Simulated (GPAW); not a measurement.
A run of GPAW 26.7.0 is set up as follows.

The input run.py:

```python
from ase.dft.bandgap import bandgap
from ase.io import read, write
from ase.units import GPa
from gpaw import GPAW, PW, setup_paths

setup_paths.insert(0, '.')

atoms = read('TiSi.cif')

calc = GPAW(mode=PW(450),
            xc='LDA',
            kpts={'size': (6, 5, 6), 'gamma': True},
            occupations={'name': 'fermi-dirac', 'width': 0.05},
            setups={'Si': 'jth', 'Ti': 'jth:d,4.0'},
            nbands=-15,
            maxiter=120,
            txt='gpaw.txt')
atoms.calc = calc
energy = atoms.get_potential_energy()
forces = atoms.get_forces()
stress = atoms.get_stress()
calc.write('gs.gpw')
write('result.traj', atoms)
print(f'Energy: {energy:.6f} eV')
print('Forces (eV/A):')
print(forces.round(4))
print('Stress (GPa):', (stress / GPa).round(3))
print('Fermi level:', round(calc.get_fermi_level(), 4), 'eV')
print(f'Gap: {bandgap(calc)[0]:.4f} eV, direct: {bandgap(calc, direct=True)[0]:.4f} eV')
```

TiSi.cif

```cif
data_TiSi
_cell_length_a 3.63235600
_cell_length_b 4.23524800
_cell_length_c 3.80393400
_cell_angle_alpha 90.00000000
_cell_angle_beta 90.00000000
_cell_angle_gamma 90.00000000
_space_group_name_H-M_alt 'Cmmm'
_space_group_name_Hall '-C 2 2'
_space_group_IT_number 65
loop_
_space_group_symop_operation_xyz
'x,y,z'
'-x,-y,-z'
'-x,-y,z'
'x,y,-z'
'x,-y,-z'
'-x,y,z'
'-x,y,-z'
'x,-y,z'
'x+1/2,y+1/2,z'
'-x+1/2,-y+1/2,-z'
'-x+1/2,-y+1/2,z'
'x+1/2,y+1/2,-z'
'x+1/2,-y+1/2,-z'
'-x+1/2,y+1/2,z'
'-x+1/2,y+1/2,-z'
'x+1/2,-y+1/2,z'
loop_
_atom_site_label
_atom_site_type_symbol
_atom_site_symmetry_multiplicity
_atom_site_Wyckoff_symbol
_atom_site_fract_x
_atom_site_fract_y
_atom_site_fract_z
_atom_site_occupancy
Ti1 Ti 2 b 0.5000000000 0.0000000000 0.0000000000 1
Si1 Si 2 d 0.0000000000 0.0000000000 0.5000000000 1
```

Potentials or basis: JTH PAW 2.0, LDA, pw.

Run with:

```bash
$ OMP_NUM_THREADS=1 python run.py
```

Question: Predict the pressure.

Answer: -0.1 GPa.

Question: Estimate the band gap on the k mesh.

Answer: None (metal or under the smearing width).

Stress tensor (GPa, compression positive):
```
-0.17  0.00  0.00
 0.00 -1.33  0.00
 0.00  0.00  1.19
```

Caveat: the cutoff is short for stress and forces, so pressures can be off by a GPa or more; the program truncates these outside data sets; U without spin polarisation on a metal has little footing; the U is typed as a test and isn't derived for this compound.
